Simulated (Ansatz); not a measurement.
The calculation used Ansatz, DFT PBE, scalar-relativistic, plane waves, PAW. Settings: cutoff 420 eV, Γ-centred meshes spaced at most about 0.3 Å⁻¹, and about 0.25 Å⁻¹ or finer for metals (2π included), Gaussian smearing. Spin is collinear in cells that carry moments; the others ran without spin or lost their moments.

Each guess is relaxed in cell and atoms at zero pressure, on a coarse mesh first where it starts far from rest and then on a converged one. The steps can't lower the symmetry of the start, but it can rise. Energies are static (0 K, no zero-point motion).

This guess for TiTe₂ isn't its lowest structure:

```cif
data_structure
_symmetry_space_group_name_H-M 'P 1'
_symmetry_Int_Tables_number 1
_cell_length_a 6.2160
_cell_length_b 6.2160
_cell_length_c 5.4707
_cell_angle_alpha 90.000
_cell_angle_beta 90.000
_cell_angle_gamma 120.000
_cell_volume 183.06
loop_
_atom_site_label
_atom_site_type_symbol
_atom_site_fract_x
_atom_site_fract_y
_atom_site_fract_z
_atom_site_occupancy
Ti1 Ti 0.33333 0.66667 0.25000 1
Ti2 Ti 0.66667 0.33333 0.75000 1
Te1 Te 0.00000 0.00000 0.00000 1
Te2 Te 0.00000 0.00000 0.50000 1
Te3 Te 0.33333 0.66667 0.75000 1
Te4 Te 0.66667 0.33333 0.25000 1
```

**Question.** Where does the relaxation end?

**Answer.** P6_3/mmc at 30.5 Å³/atom → P6_3/mmc (Ni2In type) at 24.2 Å³/atom. Conventional cell: a = 5.237 Å, c = 6.107 Å. Ti is surrounded by 5 Te at 3.02–3.05 Å and 6 Te at 3.39 Å; Te on a site of symmetry -3m is surrounded by 2 Te at 3.05 Å, 6 Te at 3.39 Å and 6 Ti at 3.39 Å; Te on a site of symmetry -6m2 is surrounded by 5 Ti at 3.02–3.05 Å and 6 Te at 3.39 Å.

```cif
data_structure
_symmetry_space_group_name_H-M 'P6_3/mmc'
_symmetry_Int_Tables_number 194
_cell_length_a 5.2373
_cell_length_b 5.2373
_cell_length_c 6.1067
_cell_angle_alpha 90.000
_cell_angle_beta 90.000
_cell_angle_gamma 120.000
_cell_volume 145.06
loop_
_atom_site_label
_atom_site_type_symbol
_atom_site_symmetry_multiplicity
_atom_site_Wyckoff_symbol
_atom_site_fract_x
_atom_site_fract_y
_atom_site_fract_z
_atom_site_occupancy
Ti1 Ti 2 c 0.33333 0.66667 0.25000 1
Te1 Te 2 a 0.00000 0.00000 0.00000 1
Te2 Te 2 d 0.33333 0.66667 0.75000 1
```

**Question.** How far does this end lie above the lowest form of TiTe₂ relaxed in the same way, and what is that form?

**Answer.** It lies 0.69 eV/atom above the lowest of the 9 forms computed, a structure that the Crystallography Open Database (COD) lists, of the cadmium iodide type. Space group P-3m1 (No. 164), trigonal, a = 3.768 Å, c = 6.919 Å. Ti has 6 Te at 2.78 Å; Te has 3 Ti at 2.78 Å. That form has 28.4 Å³/atom and no gap on its mesh, nor has the guess's end. Counting Te atoms around Ti (those within 1.25 times the shortest such distance or 1.15 times the sum of covalent radii; a plus sign parts nearer from farther groups), the guess's end has Ti 5+6 and the lowest form has Ti 6.

No dispersion correction is applied, so the spacing and binding between layers, chains or molecules are poorly described (P-3m1), and this can change margins and order among such cells. Spin–orbit coupling, which can matter for Te, is left out. The magnetic state reached may not be the lowest. Some types were kept out of the candidates beforehand, so the set may lack a known form.
